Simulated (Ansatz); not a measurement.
Born–Oppenheimer molecular dynamics of a periodic cell of 17 atoms, Si₁₆O (host Si, host structure diamond, interstitial O). It starts from a relaxed structure.

These are results of Ansatz, DFT PBE-D3(BJ), scalar-relativistic, plane waves, PAW, not measurements. Settings: accuracy low, PAW set soft_1, cutoff 420 eV, k mesh 2x2x2, fermi-dirac smearing 0.05 eV, spin collinear.

- ensemble: NVT, Langevin thermostat
- time step: 1.5 fs
- steps asked: 150
- set temperature: 600 K
- friction: 0.01 /fs
- seed: 615080

First frame:

```xyz
17
Lattice="0.0000 5.4300 5.4300 5.4300 0.0000 5.4300 5.4300 5.4300 0.0000" Properties=species:S:1:pos:R:3
Si -0.015 -0.001 -0.035
Si 1.331 1.340 1.347
Si 2.696 2.610 -0.082
Si 4.250 3.812 1.221
Si 2.678 0.069 2.789
Si 3.836 1.425 4.326
Si 5.243 2.740 3.021
Si 6.772 4.097 4.106
Si 0.006 2.707 2.720
Si 1.372 4.076 4.056
Si 2.954 5.143 2.632
Si 4.085 6.702 3.996
Si 2.543 2.823 5.666
Si 4.064 4.137 6.892
Si 5.412 5.416 5.439
Si 6.974 6.480 6.774
O 6.153 6.801 8.184
```

Question: What does the run give?

Answer: All steps were run.

```yaml
steps_done: 150
time_covered: 225 fs
mean_temperature_over_the_second_half: 568 K
spread_of_the_potential_energy_over_the_second_half: 12.0 meV per atom
mean_potential_energy_of_the_second_half_above_the_start: 73.4 meV per atom
```

A run of 0.23 ps of so small a system gives no equilibrium averages. Limits of this set-up: coarse k mesh, low accuracy level.

Question: What happens to the structure?

Answer: Mean squared displacements from the first frame to the last, about the centre of mass: Si 0.07 Å², O 0.52 Å². The details hang on the random start.

Question: How do temperature and energy run in time?

Answer: 
```
time (fs)  T (K)  potential energy less start (eV)
      0.0    565                             0.000
     18.0    220                             0.889
     36.0    491                             0.665
     54.0    426                             0.549
     72.0    369                             1.011
     90.0    485                             0.774
    108.0    516                             1.085
    126.0    678                             0.946
    144.0    445                             1.302
    162.0    590                             1.139
    180.0    457                             1.628
    198.0    733                             1.055
    216.0    524                             1.344
```

Run time: 18 min on 1 thread of Arm Neoverse V1 (shared host), peak memory 0.62 GiB.
